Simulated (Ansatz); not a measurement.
# Response of AlN to small distortions

```yaml
crystal:
  lattice:
    - [0.00000, 1.97800, 1.97800]
    - [1.97800, 0.00000, 1.97800]
    - [1.97800, 1.97800, 0.00000]
  atoms:
    - { symbol: Al, position: [0.00000, 0.00000, 0.00000] }
    - { symbol: N, position: [0.50000, 0.50000, 0.50000] }
```

Atoms are numbered in the order listed.

The cell comes from COD entry 1523095, which wasn't checked; take it as a given geometry.

Method: DFT, PBE, all-electron LAPW, scalar-relativistic (Ansatz 0.2.0).

Sampling and basis: a Γ-centred 10×10×10 k mesh, Fermi–Dirac smearing of 0.02 eV, basis error target 1 meV/atom, no spin polarisation.

The unchanged cell is at 25.5 GPa.

Semilocal functionals give too small gaps.

x, y and z are the Cartesian axes of the cell as listed; fractional coordinates follow a strain, and an engineering shear is twice the off-diagonal strain component.

Task: One change gave: energy change +10 meV/atom; stress change (xx, yy, zz, yz, xz, xy) 0.18, 0.18, 0.18, -7.06, -7.06, -7.06 GPa, compression positive; gap on the k mesh 5.19 → 4.74 eV. Which change was it?
A. equal xy, yz and zx engineering shear strains of +2 %
B. equal xy, yz and zx engineering shear strains of -2 %
C. equal xy, yz and zx engineering shear strains of +3 %
D. equal xy, yz and zx engineering shear strains of -3 %
E. equal xy, yz and zx engineering shear strains of -1 %
F. equal xy, yz and zx engineering shear strains of +1 %

Result: A. For equal xy, yz and zx engineering shear strains of -3 %: energy change +23 meV/atom; stress change (xx, yy, zz, yz, xz, xy) 0.39, 0.39, 0.39, 9.85, 9.85, 9.85 GPa, compression positive; gap on the k mesh 5.19 → 4.30 eV. For equal xy, yz and zx engineering shear strains of -1 %: energy change +3 meV/atom; stress change (xx, yy, zz, yz, xz, xy) 0.04, 0.04, 0.04, 3.39, 3.39, 3.39 GPa, compression positive; gap on the k mesh 5.19 → 4.91 eV. For equal xy, yz and zx engineering shear strains of -2 %: energy change +10 meV/atom; stress change (xx, yy, zz, yz, xz, xy) 0.17, 0.17, 0.17, 6.67, 6.67, 6.67 GPa, compression positive; gap on the k mesh 5.19 → 4.60 eV. For equal xy, yz and zx engineering shear strains of +1 %: energy change +3 meV/atom; stress change (xx, yy, zz, yz, xz, xy) 0.04, 0.04, 0.04, -3.48, -3.48, -3.48 GPa, compression positive; gap on the k mesh 5.19 → 4.98 eV. For equal xy, yz and zx engineering shear strains of +3 %: energy change +24 meV/atom; stress change (xx, yy, zz, yz, xz, xy) 0.40, 0.40, 0.40, -10.73, -10.73, -10.73 GPa, compression positive; gap on the k mesh 5.19 → 4.49 eV.
